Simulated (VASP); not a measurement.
## Al2O3: single point with r2SCAN

Al2O3:

```
Al O
1.0
     2.88432    0.00000    0.00000
    -1.44216    2.49790    0.00000
     0.00000    0.00000    9.33675
Al O
2 3
Direct
  0.00000 0.00000 0.14999
  0.00000 0.00000 0.85001
  0.33333 0.66667 0.22232
  0.66667 0.33333 0.00000
  0.33333 0.66667 0.77768
```

Measurements of this composition are mostly on another form, of space group No. 167.

```yaml
Program: VASP 6.6.1
Task: single point
Functional: r2SCAN
Potentials_or_basis: VASP PAW PBE potentials, release 64 (Al, O)
Cutoff: 520 eV
k_mesh: 5 × 5 × 2
Occupations: gaussian, width 0.01 eV
Spin: no spin polarisation
Dipole_correction: no
Further_INCAR_settings: ALGO = Normal; EDIFF = 1e-06; NBANDS = 20
```

```
Pressure               : -4.7 GPa
Largest force          : 0.438 eV/Å
Band gap on the k mesh : 5.61 eV, indirect (least direct gap 5.83 eV)
```

Forces on the atoms (eV/Å):
```
Al   0.000  0.000  0.149
Al   0.000  0.000 -0.149
O    0.000  0.000 -0.438
O    0.000  0.000  0.000
O    0.000  0.000  0.438
```

Stress tensor (GPa, compression positive):
```
-5.26  0.00  0.00
 0.00 -5.26  0.00
 0.00  0.00 -3.54
```

Levels at points of the mesh, in eV from the valence-band top:
```csv
k point,band 10,band 11,band 12,band 13,band 14,band 15
"(0.00, 0.00, 0.00)",-0.55,-0.55,-0.22,5.61,8.30,8.77
"(0.00, 0.00, 0.50)",-0.55,-0.55,-0.26,5.74,7.88,8.90
```

Run time: 51 s on 1 thread of Intel(R) Xeon(R) Platinum 8488C (Sapphire Rapids), with other jobs on the host, peak memory 0.19 GiB.

Caveat: the k mesh is coarse (spacing up to 0.50 Å⁻¹), so the values aren't converged; the PAW data sets were made with another functional, which shifts forces and pressure a little; an odd mesh through Γ misses points on the zone boundary, where band edges often lie.
